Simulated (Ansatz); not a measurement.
**Straining HfB**

All numbers below come from Ansatz 0.2.0, DFT PBE, scalar-relativistic, plane waves, PAW. Run with 420 eV cutoff, 12×12×10 k-mesh, Gaussian smearing of 0.10 eV, no spin polarisation.

Starting point, cell and atoms relaxed:

```
CELL_PARAMETERS angstrom
2.41690 2.41690 0.00000
-2.41690 2.41690 0.00000
0.00000 0.00000 4.83380
ATOMIC_POSITIONS crystal
Hf 0.50000 0.50000 0.00000
Hf 0.00000 0.00000 0.50000
B 0.00000 0.00000 0.00000
B 0.50000 0.50000 0.50000
```

Deformation: all cell vectors scaled alike, the atoms relaxed, all within the symmetry that the strain leaves. Energies are extrapolated to zero smearing. On this cell's mesh the reference holds a stress of up to 0.19 GPa.

Spin–orbit coupling is left out, which can shift energies with elements as heavy as these.

| strain (%) | ΔE (meV/atom) | a (Å) | b (Å) | c (Å) |
| --- | --- | --- | --- | --- |
| -4.5 | 155.2 | 3.264 | 3.264 | 4.616 |
| -3.0 | 66.0 | 3.315 | 3.315 | 4.689 |
| -1.5 | 15.8 | 3.367 | 3.367 | 4.761 |
| +0.0 | 0.0 | 3.418 | 3.418 | 4.834 |
| +1.5 | 14.5 | 3.469 | 3.469 | 4.906 |
| +3.0 | 55.7 | 3.521 | 3.521 | 4.979 |
| +4.5 | 120.2 | 3.572 | 3.572 | 5.051 |

(1) What stiffness (1/V) d²E/dε² at zero strain does a cubic fit over all points give?

Answers

(1) A cubic fit gives (1/V) d²E/dε² = 1544 GPa at zero strain (nine times the bulk modulus at fixed shape).